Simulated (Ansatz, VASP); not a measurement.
Te in VASP and in Ansatz

The input INCAR:

```
SYSTEM = Te
PREC = Accurate ; ENCUT = 520
EDIFF = 1E-7 ; ISMEAR = -1
SIGMA = 0.1 ; LREAL = .FALSE.
LASPH = .TRUE. ; NELM = 100
ALGO = Normal ; ISIF = 2
LWAVE = .FALSE. ; LCHARG = .FALSE.
GGA = RP ; NBANDS = 20
```

The input KPOINTS:

```
regular mesh
0
G
  10 10 5
  0 0 0
```

POSCAR

```
Te
1.0
    4.2607402594      0.0000000000      0.0000000000
   -2.1303701297      3.6899093036      0.0000000000
    0.0000000000      0.0000000000      8.1906947486
Te
4
Direct
    1.0000000000      1.0000000000      0.0000000000
    1.0000000000      1.0000000000      0.5000000000
    0.3333333333      0.6666666667      0.2500000000
    0.6666666667      0.3333333333      0.7500000000
```

Input for Ansatz:

```yaml
crystal:
  lattice:
    - [4.2607402594, 0.0, 0.0]
    - [-2.1303701297, 3.6899093036, 0.0]
    - [0.0, 0.0, 8.1906947486]
  atoms:
    - { symbol: Te, position: [1.0, 1.0, 0.0] }
    - { symbol: Te, position: [1.0, 1.0, 0.5] }
    - { symbol: Te, position: [0.3333333333, 0.6666666667, 0.25] }
    - { symbol: Te, position: [0.6666666667, 0.3333333333, 0.75] }
hamiltonian:
  xc: rpbe
  pseudopotentials:
    kind: paw
    azcp:
      Te: "pseudopotentials/Te.paw.azcp"
basis:
  ecutwfc: 420
  fft_grid_basis: typed
kpoints:
  mp_grid: { grid: [10, 10, 5], shift: [0, 0, 0] }
magnetization:
  spin_polarized: false
scf:
  occupations: { method: fermi_dirac, width: 0.1 }
  lower_state_search: "off"
output:
  stress: true
  write_density: true
  write_potential: true
  elf: true
  volumetric_format: npy
```

Alike in both runs: task single point; functional RPBE; k mesh 10 × 10 × 5; occupations fermi-dirac, width 0.1 eV; no spin polarisation.

```csv
,VASP,Ansatz
version,VASP 6.6.1,Ansatz 0.2.0
potentials or method,"VASP PAW PBE potentials, release 64 (Te)","plane waves (420 eV) with PAW, scalar-relativistic"
plane-wave cutoff (eV),520,420
valence electrons in the cell,24,64
```

```csv
,VASP,Ansatz,Ansatz less VASP
pressure (GPa),1.9,2.0,+0.08
largest component of the traceless stress (GPa),0.77,0.78,+0.009
```

The two sets of potentials don't hold the same shells in valence.

Caveats: the PAW data sets were made with another functional, which shifts forces and pressure a little (VASP). Spin-orbit coupling is left out, which matters for the levels of Te.
